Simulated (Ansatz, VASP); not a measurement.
# Two plane-wave programs on Rh

The input run.py:

```python
from ase import Atoms
from ase.calculators.vasp import Vasp
from ase.dft.bandgap import bandgap

atoms = Atoms(
    ['Rh'],
    cell=[[0.0, 1.89785, 1.89785], [1.89785, 0.0, 1.89785], [1.89785, 1.89785, 0.0]],
    scaled_positions=[[0.0, 0.0, 0.0]],
    pbc=True,
)
calc = Vasp(
    directory='calc',
    xc='pbe',
    pp='PBE',
    setups='recommended',
    pp_version='54',
    prec='Accurate',
    encut=520,
    ediff=1e-07,
    ismear=0,
    sigma=0.02,
    lreal=False,
    lasph=True,
    nelm=80,
    algo='Fast',
    isif=2,
    lwave=False,
    lcharg=False,
    kpts=[12, 12, 12],
    gamma=True,
)
atoms.calc = calc

print('energy (eV):', atoms.get_potential_energy())
print('free energy (eV):', atoms.get_potential_energy(force_consistent=True))
print('forces (eV/A):')
print(atoms.get_forces())
print('stress (eV/A^3, Voigt):', atoms.get_stress())
print('Fermi level (eV):', calc.get_fermi_level())
gap, top, bottom = bandgap(calc)
print('band gap (eV):', gap, 'from (spin, k, band)', top, 'to', bottom)
```

The input input.yaml:

```yaml
crystal:
  lattice:
    - [0.0, 1.89785, 1.89785]
    - [1.89785, 0.0, 1.89785]
    - [1.89785, 1.89785, 0.0]
  atoms:
    - { symbol: Rh, position: [0.0, 0.0, 0.0] }
hamiltonian:
  xc: pbe
  pseudopotentials: { kind: paw }
kpoints:
  mp_grid: { grid: [12, 12, 12] }
scf:
  occupations: { method: gaussian, width: 0.02 }
output:
  forces: true
  stress: true
  eigenvalues: true
```

Alike in both runs: task single point; functional PBE; k mesh 12 × 12 × 12; occupations gaussian, width 0.02 eV; no spin polarisation.

|  | VASP | Ansatz |
| --- | --- | --- |
| version | VASP 6.6.1 | Ansatz 0.2.0 |
| potentials or method | VASP PAW PBE potentials, release 54 (Rh_pv) | Ansatz PAW |
| plane-wave cutoff (eV) | 520 | 420 |
| valence electrons in the cell | 15 | 17 |

|  | VASP | Ansatz | Ansatz less VASP |
| --- | --- | --- | --- |
| gap on the k mesh at the Fermi level (eV) | none | none | - |
| pressure (GPa) | 7.3 | 7.2 | -0.05 |

A gap of «none» marks a metal or a gap that the smearing closes. The two sets of potentials don't hold the same shells in valence.
